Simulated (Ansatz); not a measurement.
Energy ranking of TePt2 structures

Computed with DFT PBE, scalar-relativistic, plane waves, PAW (Ansatz). All cells share a 420 eV cutoff and Γ-centred k meshes spaced at most about 0.3 Å⁻¹ (about 0.25 or finer for metals, 2π included). No spin polarisation.

The zero of energy is the elements' standard structures at the same level; no fitted shifts are applied.

Temperature and zero-point effects are left out. The comparison covers the computed candidates alone. No dispersion correction is applied, so the spacing and binding between layers, chains or molecules are poorly described (Pmma), and this can change margins and order among such cells. These runs have no spin–orbit coupling, which can matter for Pt and Te. The reference form of Te is held partly by dispersion forces, which this level lacks.

Invented guesses were relaxed alike, and ends that match in structure were merged. ΔE counts from the first row. Coordination counts Te atoms around Pt (those within 1.25 times the shortest such distance or 1.15 times the sum of covalent radii; a plus sign parts nearer from farther groups; a slash parts the counts of unlike sites). The ends were matched against large subsets of the Crystallography Open Database and the Materials Project, so a missing match doesn't prove that a structure is unreported.

```tsv
#	reached from	type and space group	atoms	Å³/atom	coordination	ΔE (meV/atom)	gap on mesh (eV)	in databases
1	a cell proposed by chemical analogy	Pmma (No. 51)	6	24.7	Pt 2	0	0.00	no match
2	a cell proposed by chemical analogy	Pnma (No. 62)	12	18.8	Pt 2+1/5	69	0.00	no match
3	RhPb2 type (I4/mcm)	I4/mcm (No. 140)	6	19.9	Pt 4	131	0.00	no match
4	Li2Pt type (P6/mmm)	P6/mmm (No. 191)	3	18.9	Pt 6	466	0.00	no match
```

The lowest: Space group Pmma (No. 51), orthorhombic, a = 3.984 Å, b = 4.020 Å, c = 9.241 Å. Te is surrounded by 4 Pt at 2.60–2.67 Å; Pt on its first site is surrounded by 2 Te at 2.67 Å and 8 Pt at 2.82–2.92 Å; Pt on its second site is surrounded by 2 Te at 2.60 Å and 8 Pt at 2.83–3.00 Å. Its energy over the elements is −0.14 eV/atom. Whether it is stable depends on the other phases of the system, which aren't compared here. An observed structure of this formula, if there is one, may be missing.

```cif
data_structure
_symmetry_space_group_name_H-M 'Pmma'
_symmetry_Int_Tables_number 51
_cell_length_a 3.9838
_cell_length_b 4.0202
_cell_length_c 9.2405
_cell_angle_alpha 90.000
_cell_angle_beta 90.000
_cell_angle_gamma 90.000
_cell_volume 148.00
loop_
_atom_site_label
_atom_site_type_symbol
_atom_site_symmetry_multiplicity
_atom_site_Wyckoff_symbol
_atom_site_fract_x
_atom_site_fract_y
_atom_site_fract_z
_atom_site_occupancy
Te1 Te 2 e 0.25000 0.00000 0.69921 1
Pt1 Pt 2 e 0.75000 0.00000 0.89232 1
Pt2 Pt 2 f 0.25000 0.50000 0.87845 1
```

The second: Space group Pnma (No. 62), orthorhombic, a = 5.478 Å, b = 4.871 Å, c = 8.437 Å. Te has 8 Pt at 2.73–3.14 Å; Pt on its first site has 5 Te at 2.75–3.05 Å and 6 Pt at 2.86–2.98 Å; around Pt on its second site lie 2 Te at 2.73 Å, 6 Pt at 2.76–2.89 Å and 1 Te at 3.14 Å. Counting Te atoms around Pt, the first has Pt 2 and the second has Pt 2+1/5. Cells relaxed within their symmetry can be saddle points.

```
Te Pt
1.0
     5.47797    0.00000    0.00000
     0.00000    4.87091    0.00000
     0.00000    0.00000    8.43707
Te Pt
4 8
Direct
  0.34588 0.75000 0.37457
  0.15412 0.25000 0.87457
  0.65412 0.25000 0.62543
  0.84588 0.75000 0.12543
  0.35997 0.75000 0.04589
  0.14003 0.25000 0.54589
  0.17432 0.75000 0.72932
  0.32568 0.25000 0.22932
  0.64002 0.25000 0.95411
  0.85998 0.75000 0.45411
  0.82568 0.25000 0.27068
  0.67432 0.75000 0.77068
```

Some candidate types were left out of the draw beforehand, so a known form may be missing.

The most favourable candidate is also the least dense. Its coordinates describe slabs in which a double layer of Pt is capped on both sides by Te, with Te facing Te across an open gap. This arrangement keeps extensive Pt–Pt metallic bonding while giving Te a few short, covalent Pt contacts on one side, its lone pair probably pointing into the gap. Embedding Te more evenly in the metal appears to cost energy: the Li2Pt type, with six Te around each Pt, is by far the worst and lies above the elements. The number of Te neighbours is only a rough guide, though, since the Pnma cell has unlike Pt sites, one of them with more Te neighbours than Pt in the less favourable RhPb2 type.

The absence of a gap in all four cells fits a metal-rich composition, in which Te can't take up enough charge to empty the Pt d band and direct Pt–Pt overlap keeps that band broad. The negative formation energy of the Pmma cell shows that Pt and Te gain by combining in this form, but not that the slabs could be separated easily.
